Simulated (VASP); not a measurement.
# SrO (Fm-3m) in VASP: notebook

Aim: see how the results for SrO move with the level of theory and the settings. Levels: PBEsol, PBE. Tasks: equation of state.

Program: VASP 6.6.1. These are calculated values, not measurements. Logs are shortened: lines on timing, memory, paths and dates and some standing lists are left out, and cuts for length are marked.

### Step 1. The structure

Symmetry: Fm-3m, No. 225, cubic system. The conventional cell has a = 5.133 Å, b = 5.133 Å, c = 5.133 Å, α = 90.00°, β = 90.00°, γ = 90.00°. Sr (site symmetry m-3m) has 6 O at 2.57 Å as nearest neighbours. O (site symmetry m-3m) has 6 Sr at 2.57 Å as nearest neighbours.

### Step 2. Equation of state, PBEsol, 15.89 Å³/atom (volume scaled by 0.94)

Input file INCAR:

```
PREC = Accurate
ENCUT = 520
EDIFF = 1E-7
ISMEAR = -1
SIGMA = 0.05
LREAL = F
LASPH = T
NELM = 100
ALGO = Normal
ISIF = 2
LWAVE = F
LCHARG = F
GGA = PS
NBANDS = 15
```

Input file KPOINTS:

```
regular mesh
0
Gamma
  9 9 9
```

Input file POSCAR:

```
SrO
1.0
    0.0000000000      2.5139118308      2.5139118308
    2.5139118308      0.0000000000      2.5139118308
    2.5139118308      2.5139118308      0.0000000000
Sr O
1 1
Direct
    0.5000000000      0.5000000000      0.5000000000
    0.0000000000      0.0000000000      0.0000000000
```

Potentials or basis: VASP PAW PBE potentials, release 64 (Sr_sv, O).

Launch:

```sh
$ cat potpaw_PBE.64/Sr_sv/POTCAR potpaw_PBE.64/O/POTCAR > POTCAR
$ mpirun -np 1 vasp_std > vasp.out
```

OUTCAR:

```text
PREC = Accurate
   ENCUT = 520
   EDIFF = 1E-7
   ISMEAR = -1
   LREAL = F
   LASPH = T
   NELM = 100
   ISIF = 2
   GGA = PS

 Found     35 irreducible k-points:

 Following reciprocal coordinates:
            Coordinates               Weight
  0.000000  0.000000  0.000000      1.000000
  0.111111  0.000000  0.000000      8.000000
  0.222222  0.000000  0.000000      8.000000
  0.333333  0.000000  0.000000      8.000000
  0.444444  0.000000  0.000000      8.000000
  0.111111  0.111111  0.000000      6.000000
   k-points           NKPTS =     35   k-points in BZ     NKDIM =     35   number of bands    NBANDS=     15
   number of dos      NEDOS =    301   number of ions     NIONS =      2
   total plane-waves  NPLWV =  21952
   dimension x,y,z NGX =    28 NGY =   28 NGZ =   28
   dimension x,y,z NGXF=    56 NGYF=   56 NGZF=   56
   ions per type =               1   1
   NGX,Y,Z   is equivalent  to a cutoff of  13.09, 13.09, 13.09 a.u.
   NGXF,Y,Z  is equivalent  to a cutoff of  26.19, 26.19, 26.19 a.u.
 SYSTEM =  unknown system
   PREC   = accura    normal or accurate (medium, high low for compatibility)
   ISTART =      0    job   : 0-new  1-cont  2-samecut
   ICHARG =      2    charge: 1-file 2-atom 10-const
   ISPIN  =      1    spin polarized calculation?
   LNONCOLLINEAR =      F non collinear calculations
   LSORBIT =      F    spin-orbit coupling
   LASPH  =      T    aspherical Exc in radial PAW
   ENCUT  =  520.0 eV  38.22 Ry    6.18 a.u.   6.61  6.61  6.61*2*pi/ulx,y,z
   NELM   =    100;   NELMIN=  2; NELMDL= -5     # of ELM steps
   EDIFF  = 0.1E-06   stopping-criterion for ELM
   LREAL  =      F    real-space projection
   EDIFFG = 0.1E-05   stopping-criterion for IOM
   NSW    =      0    number of steps for IOM
   IBRION =     -1    ionic relax: 0-MD 1-quasi-New 2-CG
   NFREE  =      0    steps in history (QN), initial steepest desc. (CG)
   ISIF   =      2    stress and relaxation
   ISYM   =      2    0-nonsym 1-usesym 2-fastsym
   POTIM  = 0.5000    time-step for ionic-motion
   TEBEG  =    0.0;   TEEND  =   0.0 temperature during run
   PSTRESS=    0.0 pullay stress
   NELECT =      16.0000    total number of electrons
   NUPDOWN=      -1.0000    fix difference up-down
   EMIN   =  10.00;   EMAX   =-10.00  energy-range for DOS
   EFERMI =   0.00;   METHOD = LEGACY
   ISMEAR =    -1;   SIGMA  =   0.05  broadening in eV -4-tet -1-fermi 0-gaus
   EFERMI_NEDOS =   21; number of points for ismear=-14 and -15
   IALGO  =     38    algorithm
   IMIX   =      4    mixing-type and parameters
     AMIX     =   0.40;   BMIX     =  1.00
     AMIX_MAG =   1.60;   BMIX_MAG =  1.00
  volume/ion in A,a.u.               =      15.89       107.21
  Fermi-wavevector in a.u.,A,eV,Ry     =   1.302431  2.461238 23.079930  1.696327
  Thomas-Fermi vector in A             =   2.433500
   LORBIT       =      0    0 simple, 1 ext, 2 COOP (PROOUT), +10 PAW based schemes
   GGA     = PS    functional components
   LHFCALC =     F    Hartree Fock is set to
   AEXX    =    0.0000 exact exchange contribution
   IVDW    =     0    specifies the selected vdW correction
   LEPSILON=     F    determine dielectric tensor
   LRPA    =     F    only Hartree local field effects (RPA)
 non-spin polarized calculation
  energy-cutoff  :      520.00
  volume of cell :       31.77
 maximum number of plane-waves:       881
   NGX = 13   NGY = 13   NGZ = 13

 number of electron      15.9999998 magnetization

 Free energy of the ion-electron system (eV)
  ---------------------------------------------------
  ext. energy  EPLUGINS =         0.00000000
  ---------------------------------------------------
  free energy    TOTEN  =       -12.59723280 eV

  energy without entropy =      -12.59723280  energy(sigma->0) =      -12.59723280

 E-fermi :   2.9800     XC(G=0): -10.6045

 val. band max:        1.8203032266   @ k =   0.0000   0.0000   0.0000
 cond. band min:       4.9767730782   @ k =   0.4444   0.4444   0.0000
 fundamental gap:      3.1564698516
 Fermi energy:         2.9799761312

 k-point     1 :       0.0000    0.0000    0.0000
  band No.  band energies     occupation
      1     -30.1983      2.00000
      2     -13.2628      2.00000
      3     -11.7696      2.00000
      4     -11.7696      2.00000
      5     -11.7696      2.00000
      6       1.8203      2.00000
      7       1.8203      2.00000
      8       1.8203      2.00000
      9       6.1364      0.00000
     10       8.1163      0.00000
     11       8.1163      0.00000
     12       8.1163      0.00000
     13      10.4702      0.00000
     14      10.4702      0.00000
     15      14.6200      0.00000

 k-point     2 :       0.1111    0.0000    0.0000
  band No.  band energies     occupation
      1     -30.1764      2.00000
      2     -13.5712      2.00000
      3     -11.7812      2.00000
      4     -11.7812      2.00000
      5     -11.5128      2.00000
      6       1.4228      2.00000
      7       1.6370      2.00000
      8       1.6370      2.00000
      9       6.7296      0.00000
     10       7.9750      0.00000
     11       8.3814      0.00000
     12       8.3814      0.00000
     13      10.8391      0.00000
     14      10.8391      0.00000
     15      15.5011      0.00000

 k-point     3 :       0.2222    0.0000    0.0000
  band No.  band energies     occupation
      1     -30.1205      2.00000
      2     -14.1325      2.00000
      3     -11.8102      2.00000
      4     -11.8102      2.00000
      5     -11.0822      2.00000
      6       0.6341      2.00000
      7       1.2188      2.00000
      8       1.2188      2.00000
      9       7.8801      0.00000
     10       8.0864      0.00000
     11       9.1217      0.00000
     12       9.1217      0.00000
     13      11.7854      0.00000
     14      11.7854      0.00000
     15      17.4937      0.00000

 k-point     4 :       0.3333    0.0000    0.0000
  band No.  band energies     occupation
      1     -30.0557      2.00000
      2     -14.6217      2.00000
      3     -11.8425      2.00000
      4     -11.8425      2.00000
      5     -10.7419      2.00000
      6      -0.0795      2.00000
      7       0.8030      2.00000
      8       0.8030      2.00000
      9       8.1546      0.00000
     10       9.5412      0.00000
     11      10.1314      0.00000
     12      10.1314      0.00000
     13      13.0062      0.00000
     14      13.0062      0.00000
     15      18.4299      0.00000

 k-point     5 :       0.4444    0.0000    0.0000
  band No.  band energies     occupation
      1     -30.0127      2.00000
      2     -14.8987      2.00000
      3     -11.8631      2.00000
      4     -11.8631      2.00000
      5     -10.5622      2.00000
      6      -0.4874      2.00000
      7       0.5572      2.00000
      8       0.5572      2.00000
      9       8.5323      0.00000
     10      10.5186      0.00000
     11      10.9325      0.00000
     12      10.9325      0.00000
     13      14.1936      0.00000
     14      14.1936      0.00000
     15      17.7192      0.00000

 k-point     6 :       0.1111    0.1111    0.0000
  band No.  band energies     occupation
      1     -30.1693      2.00000
      2     -13.6128      2.00000
      3     -11.8256      2.00000
      4     -11.8256      2.00000
      5     -11.4255      2.00000
      6       1.1013      2.00000
      7       1.7611      2.00000
      8       1.7611      2.00000
      9       6.7950      0.00000
     10       7.4942      0.00000
     11       8.6942      0.00000
     12       8.6942      0.00000
     13      10.6547      0.00000
     14      11.2306      0.00000
     15      15.7607      0.00000

 [... further k-points ...]
[... 5 lines left out ...]
  --------------------------------------------------------------------------------------
  -------------------------------------------------------------------------------------
  Total        1.3444249      1.3444249      1.3444249     -0.0000000      0.0000000     -0.0000000
  in kB       67.7902138     67.7902138     67.7902138     -0.0000000      0.0000000     -0.0000000
  external PRESSURE =      67.7902138 kB  Pullay stress =       0.0000000 kB

 VOLUME and BASIS-vectors are now :
 -----------------------------------------------------------------------------
  energy-cutoff  :      520.00
  volume of cell :       31.77
      direct lattice vectors                 reciprocal lattice vectors
     0.000000000  2.513911831  2.513911831    -0.198893213  0.198893213  0.198893213
     2.513911831  0.000000000  2.513911831     0.198893213 -0.198893213  0.198893213
     2.513911831  2.513911831  0.000000000     0.198893213  0.198893213 -0.198893213

 POSITION                                       TOTAL-FORCE (eV/Angst)
 -----------------------------------------------------------------------------------
      2.51391      2.51391      2.51391        -0.000000      0.000000      0.000000
      0.00000      0.00000      0.00000         0.000000     -0.000000     -0.000000
 -----------------------------------------------------------------------------------
    total drift:                                0.000000      0.000000      0.000000

  FREE ENERGIE OF THE ION-ELECTRON SYSTEM (eV)
  ---------------------------------------------------
  free  energy   TOTEN  =       -12.5972328005 eV

  energy  without entropy=      -12.5972328005  energy(sigma->0) =      -12.59723280
```

Run time: 14 s. Hardware: 1 thread of AMD EPYC 7R43 (Zen 3), shared host; peak memory 0.13 GiB.

Results:

| Property | Result |
| --- | --- |
| Free energy | -12.5972 eV |
| Pressure | 6.8 GPa |
| Band gap on the k mesh | 3.16 eV, indirect (least direct gap 3.20 eV) |

Caveat: the PAW data sets were made with another functional, which shifts forces and pressure a little; an odd mesh through Γ misses points on the zone boundary, where band edges often lie.

### Step 3. Equation of state, PBEsol, 16.23 Å³/atom (volume scaled by 0.96)

INCAR is that of step 2.

KPOINTS is that of step 2.

Input file POSCAR:

```
SrO
1.0
    0.0000000000      2.5316160185      2.5316160185
    2.5316160185      0.0000000000      2.5316160185
    2.5316160185      2.5316160185      0.0000000000
Sr O
1 1
Direct
    0.5000000000      0.5000000000      0.5000000000
    0.0000000000      0.0000000000      0.0000000000
```

Potentials or basis: VASP PAW PBE potentials, release 64 (Sr_sv, O).

Launch:

```sh
$ cat potpaw_PBE.64/Sr_sv/POTCAR potpaw_PBE.64/O/POTCAR > POTCAR
$ mpirun -np 1 vasp_std > vasp.out
```

Run time: 15 s. Hardware: 1 thread of AMD EPYC 7R43 (Zen 3), shared host; peak memory 0.13 GiB.

The run converged. Its results:

```
Free energy            : -12.6210 eV
Pressure               : 4.3 GPa
Band gap on the k mesh : 3.18 eV, indirect (least direct gap 3.24 eV)
```

Caveat: the PAW data sets were made with another functional, which shifts forces and pressure a little; an odd mesh through Γ misses points on the zone boundary, where band edges often lie.

(Continued in part 2 of 2.)
